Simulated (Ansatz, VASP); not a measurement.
W: VASP beside Ansatz

```xyz
4
Lattice="3.1646 0.0000 0.0000 0.0000 3.1646 0.0000 0.0000 0.0000 25.8578" Properties=species:S:1:pos:R:3 pbc="T T T"
W     0.0000    0.0000   14.6892
W     1.5823    1.5823   16.1678
W     3.1646    0.0000   17.8561
W     1.5823    1.5823   19.2523
```

Alike in both runs: task single point; functional PBE; k mesh 10 × 10 × 1; occupations methfessel-paxton of order 1, width 0.1 eV; no spin polarisation.

|  | VASP | Ansatz |
| --- | --- | --- |
| version | VASP 6.6.1 | Ansatz 0.2.0 |
| potentials or method | VASP PAW PBE potentials, release 64 (W_sv) | scalar-relativistic, plane waves, PAW |
| plane-wave cutoff (eV) | 520 | 420 |
| valence electrons in the cell | 56 | 56 |

Ansatz gave:

```
gap on the k mesh at the Fermi level (eV) : none
rms of the force components (eV/Å)        : 0.446
```

**Question.** Estimate VASP's values.

**Answer.** gap on the k mesh at the Fermi level (eV): none; rms of the force components (eV/Å): 0.440.

Atom by atom the forces differ by 0.017 eV/Å (rms over components). A gap of «none» marks a metal or a gap that the smearing closes. The functional is the same, so the differences come from potentials, cutoffs and numerics.

Spin-orbit coupling is left out, which matters for the levels of W.
